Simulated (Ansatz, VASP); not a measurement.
Hf2Si in VASP and in Ansatz

```
Hf Si
1.0
    -3.27535    3.27535    2.58282
     3.27535   -3.27535    2.58282
     3.27535    3.27535   -2.58282
Hf Si
4 2
Direct
  0.84351 0.65649 0.50000
  0.34351 0.84351 0.18703
  0.15649 0.34351 0.50000
  0.65649 0.15649 0.81297
  0.75000 0.75000 0.00000
  0.25000 0.25000 0.00000
```

Alike in both runs: task single point; functional PBEsol; k mesh 4 × 4 × 4; occupations gaussian, width 0.1 eV; no spin polarisation.

```csv
,VASP,Ansatz
version,VASP 6.6.1,Ansatz 0.2.0
potentials or method,"VASP PAW PBE potentials, release 64 (Hf_pv, Si)","scalar-relativistic, plane waves, PAW"
plane-wave cutoff (eV),520,420
valence electrons in the cell,48,112
```

```csv
,VASP,Ansatz,Ansatz less VASP
gap on the k mesh at the Fermi level (eV),none,none,-
pressure (GPa),-2.7,-2.5,+0.20
largest component of the traceless stress (GPa),0.99,0.99,+0.007
rms of the force components (eV/Å),0.043,0.048,+0.0044
```

Atom by atom the forces differ by 0.004 eV/Å (rms over components). A gap of «none» marks a metal or a gap that the smearing closes. The two sets of potentials don't hold the same shells in valence.

Caveats: the k mesh is coarse (spacing up to 0.39 Å⁻¹), so the values aren't converged; the PAW data sets were made with another functional, which shifts forces and pressure a little (VASP). The runs have no spin-orbit coupling, so splittings on Hf are missing.
